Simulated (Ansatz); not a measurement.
FeO:

```
CELL_PARAMETERS angstrom
0.00000 2.15540 2.15540
2.15540 0.00000 2.15540
2.15540 2.15540 0.00000
ATOMIC_POSITIONS crystal
Fe 0.00000 0.00000 0.00000
O 0.50000 0.50000 0.50000
```

Program: Ansatz 0.2.0. Alike in all runs: task band structure; potentials or basis Ansatz PAW; spin collinear, ferromagnetic start; cell as given; k mesh 6 × 6 × 6; cutoff (eV) 420; smearing fermi-dirac 0.05 eV; the mesh is coarse, so values aren't converged.

Q: Order these runs on this cell by their pressure, lowest first.
A. level LDA
B. level PBEsol
C. level RPBE

A: A (-15.4 GPa), B (-8.2 GPa), C (5.6 GPa).

Caveats: all runs use coarse meshes; a cell with one magnetic atom can't hold antiferromagnetic order, which such compounds often take; the PAW data sets come from PBE, with cores solved anew for the run's functional, which leaves a small shift of forces and pressure.

Runs at the PBE level aren't shown here.
